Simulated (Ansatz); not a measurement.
**A run on GeS**

```yaml
crystal:
  lattice:
    - [10.481, 0.0, 0.0]
    - [0.0, 3.646, 0.0]
    - [0.0, 0.0, 4.299]
  atoms:
    - { symbol: Ge, position: [0.1211380651, 0.25, 0.1275215364], spin: 2.0 }
    - { symbol: Ge, position: [0.3788619349, 0.75, 0.6275215364] }
    - { symbol: Ge, position: [0.6211380651, 0.25, 0.3724784636] }
    - { symbol: Ge, position: [0.8788619349, 0.75, 0.8724784636] }
    - { symbol: S, position: [0.8503786463, 0.25, 0.4976814226] }
    - { symbol: S, position: [0.6496213537, 0.75, -0.0023185774] }
    - { symbol: S, position: [0.3503786463, 0.25, 1.0023185774] }
    - { symbol: S, position: [0.1496213537, 0.75, 0.5023185774] }
kpoints:
  mp_grid: { grid: [3, 8, 7] }
scf:
  occupations: { method: fermi_dirac, width: 0.02 }
  max_iter: 80
hamiltonian:
  xc: pbe
  pseudopotentials: { kind: paw, frozen_core: stored }
output:
  forces: true
  stress: true
  populations: true
  efg: { quadrupole_moments_barn: { Ge: -0.196, S: -0.0694 } }
```

```sh
ansatz run input.yaml --threads 1 --pin off --max-ram 3072MiB --backend cpu --events-out ev --progress --plain --runs-dir out
```

Task: What happens when this input is run?

Result: The program refused the input. The input holds a moment without spin polarisation. The program says:

```
Error: inconsistent input (magnetization.spin_polarized): false but per-atom `spin:`, `per_species`, `initial_magnetization`, `magnetic_field`, or `spin_locking` is set
```

Against a sound input the change was `crystal.atoms[0].spin`: not typed → 2.0; `scf.max_iter`: not typed → 80.

With the sound settings the run converges and gives V_zz (10²¹ V/m²) Ge -7.10 (η 0.36), S -5.11 (η 0.03). These hold for the positions as typed, which a relaxation reached.
